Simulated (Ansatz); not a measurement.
Crystal: BN.

```
CELL_PARAMETERS angstrom
0.00000 1.81300 1.81300
1.81300 0.00000 1.81300
1.81300 1.81300 0.00000
ATOMIC_POSITIONS crystal
N 0.25000 0.25000 0.25000
B 0.00000 0.00000 0.00000
```

The cell is a database's computed one.

Base run:

| Item | Value |
| --- | --- |
| Program | Ansatz 0.2.0 |
| Functional | PBE |
| Potentials or basis | all-electron LAPW, scalar-relativistic |
| Cutoff | 446 eV (chosen from the basis error) |
| Basis error allowed | 0.001 eV/atom |
| k mesh | 13 × 13 × 13 |
| Occupations | gaussian, width 0.029 eV |
| Spin | no spin polarisation |

Its results: band gap on the k mesh 4.53 eV, indirect (least direct gap 8.78 eV); pressure -0.4 GPa.

Question: The run is repeated on the same cell with these changes: functional from PBE to RPBE; occupations from gaussian, width 0.029 eV to fermi-dirac, width 0.05 eV. What comes out?

Answer: Band gap on the k mesh 4.57 eV, indirect (least direct gap 8.85 eV); pressure 5.4 GPa.

Caveats: an odd mesh through Γ misses points on the zone boundary, where band edges often lie (some runs).
